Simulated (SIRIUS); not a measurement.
# GaAs (F-43m) in SIRIUS: notebook

Runs on GaAs. Level: WC. Tasks: equation of state.

Program: SIRIUS 7.12.0. These are calculated values, not measurements. Logs are shortened: lines on timing, memory, paths and dates and some standing lists are left out, and cuts for length are marked. The log counts tension as positive stress, the text compression.

### 1 The structure

The structure is cubic, space group F-43m (No. 216). The conventional cell has a = 5.654 Å, b = 5.654 Å, c = 5.654 Å, α = 90.00°, β = 90.00°, γ = 90.00°. As (site symmetry -43m) has 4 Ga at 2.45 Å as nearest neighbours. Around Ga (site symmetry -43m) lie 4 As at 2.45 Å.

### 2 Equation of state, WC, 21.23 Å³/atom (volume scaled by 0.94)

The input, sirius.json:

```json
{
  "control": {
    "processing_unit": "cpu",
    "std_evp_solver_name": "lapack",
    "gen_evp_solver_name": "lapack",
    "verbosity": 2,
    "print_forces": false,
    "ortho_rf": true,
    "use_second_variation": true,
    "rmt_max": 3.0,
    "num_bands_to_print": 24,
    "save_wf": true
  },
  "parameters": {
    "electronic_structure_method": "full_potential_lapwlo",
    "xc_functionals": ["XC_GGA_X_WC", "XC_GGA_C_PBE"],
    "core_relativity": "dirac",
    "valence_relativity": "iora",
    "num_fv_states": 29,
    "smearing": "fermi_dirac",
    "smearing_width": 0.0018374661,
    "pw_cutoff": 20,
    "gk_cutoff": 3.77,
    "lmax_apw": 10,
    "lmax_rho": 8,
    "lmax_pot": 8,
    "num_mag_dims": 0,
    "auto_rmt": 0,
    "ngridk": [8, 8, 8],
    "shiftk": [0, 0, 0],
    "num_dft_iter": 80,
    "energy_tol": 1e-07,
    "density_tol": 1e-05,
    "use_symmetry": true
  },
  "settings": {"tol_ne": 1e-10},
  "iterative_solver": {"type": "exact"},
  "mixer": {"type": "anderson", "beta": 0.5, "max_history": 8},
  "unit_cell": {
    "lattice_vectors": [[0.0, 5.2329218537, 5.2329218537], [5.2329218537, 0.0, 5.2329218537], [5.2329218537, 5.2329218537, 0.0]],
    "atom_types": ["As", "Ga"],
    "atom_files": {"As": "As.json", "Ga": "Ga.json"},
    "atoms": {"As": [[0.75, 0.75, 0.75]], "Ga": [[0.0, 0.0, 0.0]]}
  }
}
```

The input, As.json:

```json
{
  "name": "arsenic",
  "symbol": "As",
  "number": 33,
  "mass": 74.9216,
  "rmin": 1e-06,
  "rmt": 2.23,
  "nrmt": 800,
  "rinf": 15.07,
  "core": "1s2s2p",
  "valence": [
    {"basis": [{"enu": 0.01, "dme": 0, "n": 0, "auto": 0}, {"enu": 0.01, "dme": 1, "n": 0, "auto": 0}]},
    {"l": 0, "n": 1, "basis": [{"enu": -0.0114, "dme": 0, "n": 0, "auto": 0}]},
    {"l": 1, "n": 2, "basis": [{"enu": 0.11, "dme": 0, "n": 0, "auto": 0}]},
    {"l": 2, "n": 3, "basis": [{"enu": 0.11, "dme": 0, "n": 0, "auto": 0}]},
    {"l": 3, "n": 4, "basis": [{"enu": 0.11, "dme": 0, "n": 0, "auto": 0}]}
  ],
  "lo": [
    {
      "l": 0,
      "basis": [{"enu": -0.0114, "dme": 0, "n": 0, "auto": 0}, {"enu": -0.0114, "dme": 1, "n": 0, "auto": 0}]
    },
    {
      "l": 0,
      "basis": [{"enu": -0.0114, "dme": 1, "n": 0, "auto": 0}, {"enu": -0.0114, "dme": 2, "n": 0, "auto": 0}]
    },
    {
      "l": 0,
      "basis": [{"enu": -6.6408, "dme": 0, "n": 3, "auto": 1}, {"enu": -6.6408, "dme": 1, "n": 3, "auto": 1}]
    },
    {
      "l": 0,
      "basis": [{"enu": -0.0114, "dme": 0, "n": 0, "auto": 0}, {"enu": 2.4017, "dme": 0, "n": 0, "auto": 0}]
    },
    {"l": 1, "basis": [{"enu": 0.11, "dme": 0, "n": 0, "auto": 0}, {"enu": 0.11, "dme": 1, "n": 0, "auto": 0}]},
    {
      "l": 1,
      "basis": [{"enu": -4.5909, "dme": 0, "n": 3, "auto": 1}, {"enu": -4.5909, "dme": 1, "n": 3, "auto": 1}]
    },
    {
      "l": 1,
      "basis": [{"enu": -4.5909, "dme": 1, "n": 3, "auto": 1}, {"enu": 0.11, "dme": 0, "n": 0, "auto": 0}]
    },
    {"l": 1, "basis": [{"enu": 0.11, "dme": 0, "n": 0, "auto": 0}, {"enu": 3.8101, "dme": 0, "n": 0, "auto": 0}]},
    {"l": 2, "basis": [{"enu": 0.11, "dme": 0, "n": 0, "auto": 0}, {"enu": 0.11, "dme": 1, "n": 0, "auto": 0}]},
    {
      "l": 2,
      "basis": [{"enu": -1.1985, "dme": 0, "n": 3, "auto": 1}, {"enu": -1.1985, "dme": 1, "n": 3, "auto": 1}]
    },
    {
      "l": 2,
      "basis": [{"enu": -1.1985, "dme": 1, "n": 3, "auto": 1}, {"enu": 0.11, "dme": 0, "n": 0, "auto": 0}]
    },
    {"l": 2, "basis": [{"enu": 0.11, "dme": 0, "n": 0, "auto": 0}, {"enu": 4.2927, "dme": 0, "n": 0, "auto": 0}]},
    {"l": 3, "basis": [{"enu": 0.11, "dme": 0, "n": 0, "auto": 0}, {"enu": 0.11, "dme": 1, "n": 0, "auto": 0}]},
    {"l": 3, "basis": [{"enu": 0.11, "dme": 0, "n": 0, "auto": 0}, {"enu": 3.609, "dme": 0, "n": 0, "auto": 0}]}
  ],
  "free_atom": [... radial grid and density of the free atom, the start of the SCF ...]
}
```

The input, Ga.json:

```json
{
  "name": "gallium",
  "symbol": "Ga",
  "number": 31,
  "mass": 69.723,
  "rmin": 1e-06,
  "rmt": 2.23,
  "nrmt": 800,
  "rinf": 19.67,
  "core": "1s2s2p",
  "valence": [
    {"basis": [{"enu": 0.01, "dme": 0, "n": 0, "auto": 0}, {"enu": 0.01, "dme": 1, "n": 0, "auto": 0}]},
    {"l": 0, "n": 1, "basis": [{"enu": 0.0421, "dme": 0, "n": 0, "auto": 0}]},
    {"l": 1, "n": 2, "basis": [{"enu": 0.11, "dme": 0, "n": 0, "auto": 0}]},
    {"l": 2, "n": 3, "basis": [{"enu": 0.11, "dme": 0, "n": 0, "auto": 0}]},
    {"l": 3, "n": 4, "basis": [{"enu": 0.11, "dme": 0, "n": 0, "auto": 0}]}
  ],
  "lo": [
    {
      "l": 0,
      "basis": [{"enu": 0.0421, "dme": 0, "n": 0, "auto": 0}, {"enu": 0.0421, "dme": 1, "n": 0, "auto": 0}]
    },
    {
      "l": 0,
      "basis": [{"enu": -5.1943, "dme": 0, "n": 3, "auto": 1}, {"enu": -5.1943, "dme": 1, "n": 3, "auto": 1}]
    },
    {
      "l": 0,
      "basis": [{"enu": -5.1943, "dme": 1, "n": 3, "auto": 1}, {"enu": 0.0421, "dme": 0, "n": 0, "auto": 0}]
    },
    {
      "l": 0,
      "basis": [{"enu": 0.0421, "dme": 0, "n": 0, "auto": 0}, {"enu": 3.2595, "dme": 0, "n": 0, "auto": 0}]
    },
    {"l": 1, "basis": [{"enu": 0.11, "dme": 0, "n": 0, "auto": 0}, {"enu": 0.11, "dme": 1, "n": 0, "auto": 0}]},
    {
      "l": 1,
      "basis": [{"enu": -3.4108, "dme": 0, "n": 3, "auto": 1}, {"enu": -3.4108, "dme": 1, "n": 3, "auto": 1}]
    },
    {
      "l": 1,
      "basis": [{"enu": -3.4108, "dme": 1, "n": 3, "auto": 1}, {"enu": 0.11, "dme": 0, "n": 0, "auto": 0}]
    },
    {"l": 1, "basis": [{"enu": 0.11, "dme": 0, "n": 0, "auto": 0}, {"enu": 3.8101, "dme": 0, "n": 0, "auto": 0}]},
    {"l": 2, "basis": [{"enu": 0.11, "dme": 0, "n": 0, "auto": 0}, {"enu": 0.11, "dme": 1, "n": 0, "auto": 0}]},
    {
      "l": 2,
      "basis": [{"enu": -0.5041, "dme": 0, "n": 3, "auto": 1}, {"enu": -0.5041, "dme": 1, "n": 3, "auto": 1}]
    },
    {
      "l": 2,
      "basis": [{"enu": -0.5041, "dme": 1, "n": 3, "auto": 1}, {"enu": 0.11, "dme": 0, "n": 0, "auto": 0}]
    },
    {"l": 2, "basis": [{"enu": 0.11, "dme": 0, "n": 0, "auto": 0}, {"enu": 4.2927, "dme": 0, "n": 0, "auto": 0}]},
    {"l": 3, "basis": [{"enu": 0.11, "dme": 0, "n": 0, "auto": 0}, {"enu": 0.11, "dme": 1, "n": 0, "auto": 0}]},
    {"l": 3, "basis": [{"enu": 0.11, "dme": 0, "n": 0, "auto": 0}, {"enu": 3.609, "dme": 0, "n": 0, "auto": 0}]}
  ],
  "free_atom": [... radial grid and density of the free atom, the start of the SCF ...]
}
```

The input, sirius_start.json:

```json
{
  "control": {
    "processing_unit": "cpu",
    "std_evp_solver_name": "lapack",
    "gen_evp_solver_name": "lapack",
    "verbosity": 1,
    "print_forces": false,
    "ortho_rf": true,
    "use_second_variation": true,
    "rmt_max": 3.0,
    "num_bands_to_print": 24,
    "save_wf": false
  },
  "parameters": {
    "electronic_structure_method": "full_potential_lapwlo",
    "xc_functionals": ["XC_LDA_X", "XC_LDA_C_PW"],
    "core_relativity": "dirac",
    "valence_relativity": "iora",
    "num_fv_states": 29,
    "smearing": "fermi_dirac",
    "smearing_width": 0.0055123983,
    "pw_cutoff": 20,
    "gk_cutoff": 3.01,
    "lmax_apw": 10,
    "lmax_rho": 8,
    "lmax_pot": 8,
    "num_mag_dims": 0,
    "auto_rmt": 0,
    "ngridk": [3, 3, 3],
    "shiftk": [0, 0, 0],
    "num_dft_iter": 30,
    "energy_tol": 0.01,
    "density_tol": 0.05,
    "use_symmetry": true
  },
  "settings": {"tol_ne": 1e-10},
  "iterative_solver": {"type": "exact"},
  "mixer": {"type": "anderson", "beta": 0.5, "max_history": 8},
  "unit_cell": {
    "lattice_vectors": [[0.0, 5.2329218537, 5.2329218537], [5.2329218537, 0.0, 5.2329218537], [5.2329218537, 5.2329218537, 0.0]],
    "atom_types": ["As", "Ga"],
    "atom_files": {"As": "As.json", "Ga": "Ga.json"},
    "atoms": {"As": [[0.75, 0.75, 0.75]], "Ga": [[0.0, 0.0, 0.0]]}
  }
}
```

Potentials or basis: all-electron FP-LAPW, apw+lo standard.

Launch:

```console
$ OMP_NUM_THREADS=1 sirius.scf --input=sirius_start.json --output=start.json
$ OMP_NUM_THREADS=1 sirius.scf --input=sirius.json --output=output.json --task=1
```

What it wrote:

```text
[info] SIRIUS version : 7.12.0
[info] number of MPI ranks           : 1
[info] MPI grid                      : 1 1
[info] maximum number of OMP threads : 1
[fft] FFT context for density and potential
[fft] =====================================
[fft]   plane wave cutoff                     : 20
[fft]   grid size                             : 50 50 50   total : 125000
[fft]   grid limits                           : -24 25   -24 25   -24 25
[fft]   number of G-vectors within the cutoff : 38781
[fft]   number of G-shells                    : 1034
[fft] FFT context for coarse grid
[fft] =====================================
[fft]   plane wave cutoff                     : 7.54
[fft]   grid size                             : 20 20 20   total : 8000
[fft]   grid limits                           : -9 10   -9 10   -9 10
[fft]   number of G-vectors within the cutoff : 2085
[fft]   number of G-shells                    : 79
[unit cell] lattice vectors
[unit cell]   a1 :       0.0000000000      5.2329218537      5.2329218537
[unit cell]   a2 :       5.2329218537      0.0000000000      5.2329218537
[unit cell]   a3 :       5.2329218537      5.2329218537      0.0000000000
[unit cell] reciprocal lattice vectors
[unit cell]   b1 :      -0.6003515324      0.6003515324      0.6003515324
[unit cell]   b2 :       0.6003515324     -0.6003515324      0.6003515324
[unit cell]   b3 :       0.6003515324      0.6003515324     -0.6003515324
[unit cell] unit cell volume :       286.59112898 [a.u.^3]
[unit cell] 1/sqrt(omega)    :         0.05907023
[unit cell] MT volume        :        92.90373925 (32.42%)
[unit cell] IT volume        :       193.68738973 (67.58%)
[unit cell] number of atom types : 2
[unit cell] type id : 0 symbol : As mt_radius :   2.230000 num_atoms : 1
[unit cell] type id : 1 symbol : Ga mt_radius :   2.230000 num_atoms : 1
[unit cell] total number of atoms : 2
[unit cell] number of symmetry classes : 2
[unit cell] atom id  type id  class id             position                      vector_field
[... 372 lines left out ...]
[diagonalize] ...
[diagonalize] ik:   24   -6.594507   -5.079634   -4.519649   -4.519649   -4.519648   -3.274780   -3.274779   -3.274778   -1.108245   -1.108170   -1.108155   -1.107776   -1.107723   -0.360742   -0.354579   -0.354351   -0.353383   -0.352248   -0.215453   -0.041520    0.066856    0.089339    0.282635    0.305895
[diagonalize] ik:   25   -6.594507   -5.079635   -4.519650   -4.519649   -4.519649   -3.274781   -3.274780   -3.274779   -1.108241   -1.108189   -1.108155   -1.107780   -1.107739   -0.360890   -0.354708   -0.354259   -0.353206   -0.352408   -0.198509   -0.061505    0.041806    0.082149    0.297266    0.365448
[diagonalize] ik:   26   -6.594507   -5.079635   -4.519650   -4.519649   -4.519649   -3.274781   -3.274781   -3.274780   -1.108224   -1.108212   -1.108168   -1.107769   -1.107750   -0.360679   -0.354902   -0.354416   -0.353012   -0.352536   -0.204409   -0.054675    0.036015    0.095924    0.312581    0.383046
[diagonalize] ik:   27   -6.594507   -5.079635   -4.519650   -4.519649   -4.519648   -3.274781   -3.274779   -3.274778   -1.108253   -1.108161   -1.108144   -1.107797   -1.107715   -0.361220   -0.354273   -0.354113   -0.353493   -0.352211   -0.192985   -0.069510    0.062941    0.066299    0.277447    0.289243
[diagonalize] ik:   28   -6.594507   -5.079635   -4.519650   -4.519650   -4.519650   -3.274782   -3.274782   -3.274781   -1.108235   -1.108220   -1.108148   -1.107796   -1.107751   -0.360964   -0.354738   -0.354177   -0.353160   -0.352509   -0.191571   -0.065243    0.046866    0.053901    0.360014    0.367954
[generate_core_charge_density] atom class : 0
[generate_core_charge_density]   n,l,k : 1 0 1  energy :        -430.10563758
[generate_core_charge_density]   n,l,k : 2 0 1  energy :         -54.21916304
[generate_core_charge_density]   n,l,k : 2 1 1  energy :         -48.42109180
[generate_core_charge_density]   n,l,k : 2 1 2  energy :         -47.07678329
[generate_core_charge_density] atom class : 1
[generate_core_charge_density]   n,l,k : 1 0 1  energy :        -375.42234141
[generate_core_charge_density]   n,l,k : 2 0 1  energy :         -46.00571767
[generate_core_charge_density]   n,l,k : 2 1 1  energy :         -40.70393144
[generate_core_charge_density]   n,l,k : 2 1 2  energy :         -39.68719940
[find] Total energy                   :   -4204.27275041 (Ha),   -8408.54550082 (Ry)
[find] iteration : 1, RMS (target) : 1.1789e-01 (1.0000e-05) , energy difference (target) : 2.9211e-05 (1.0000e-07)
[... 23 lines left out ...]
[find] valence_eval_sum               :     -84.81977991
[find] core_eval_sum                  :   -2336.71960816
[find] kinetic energy                 :    4291.64057150
[find] enuc                           :   -5084.34368544
[find] <rho|V^{XC}>                   :    -207.29856708
[find] <rho|E^{XC}>                   :    -158.62895793
[find] <mag|B^{XC}>                   :       0.00000000
[find] <rho|V^{H}>                    :   -6505.88139250
[find] smearing (-TS)                 :      -0.00000005
[find] SCF correction                 :       0.00000747
[find] Total energy                   :   -4204.27276065 (Ha),   -8408.54552129 (Ry)
[find] Free energy (E-TS)             :   -4204.27276069 (Ha),   -8408.54552139 (Ry)
[find] band gap (eV)                  :       0.85950610
[find] Efermi                         :       0.20758426
[find] iteration : 8, RMS (target) : 4.3420e-07 (1.0000e-05) , energy difference (target) : -2.3783e-09 (1.0000e-07)
[find] converged after 9 SCF iterations!
[find] Charges and magnetic moments
[find] --------------------------------------------------------------------------------
[find] atom      charge    core leakage
[find] --------------------------------------------------------------------------------
[find]    0   31.158754    0.000000e+00
[find]    1   29.423584   -1.395147e-15
[find] total core leakage    : -1.39514740e-15
[find] interstitial charge   : 3.417661
[find] total charge          : 63.999999
[find] Energy
[find] --------------------------------------------------------------------------------
[find] valence_eval_sum               :     -84.81977991
[find] core_eval_sum                  :   -2336.71960816
[find] kinetic energy                 :    4291.64057150
[find] enuc                           :   -5084.34368544
[find] <rho|V^{XC}>                   :    -207.29856708
[find] <rho|E^{XC}>                   :    -158.62895793
[find] <mag|B^{XC}>                   :       0.00000000
[find] <rho|V^{H}>                    :   -6505.88139250
[find] smearing (-TS)                 :      -0.00000005
[find] SCF correction                 :       0.00000747
[find] Total energy                   :   -4204.27276065 (Ha),   -8408.54552129 (Ry)
[find] Free energy (E-TS)             :   -4204.27276069 (Ha),   -8408.54552139 (Ry)
[find] band gap (eV)                  :       0.85950610
[find] Efermi                         :       0.20758426
```

Run time: 63 s. Hardware: 1 thread of Arm Neoverse V1, shared host; peak memory 0.45 GiB.

What came out:

```yaml
Free_energy: -114404.0900 eV
Band_gap_on_the_k_mesh: 0.86 eV, direct
All_electrons_inside_the_program's_atomic_spheres: As 31.16; Ga 29.42 (radii As 2.23, Ga 2.23 bohr)
```

(Part 1 of 3 ends here.)
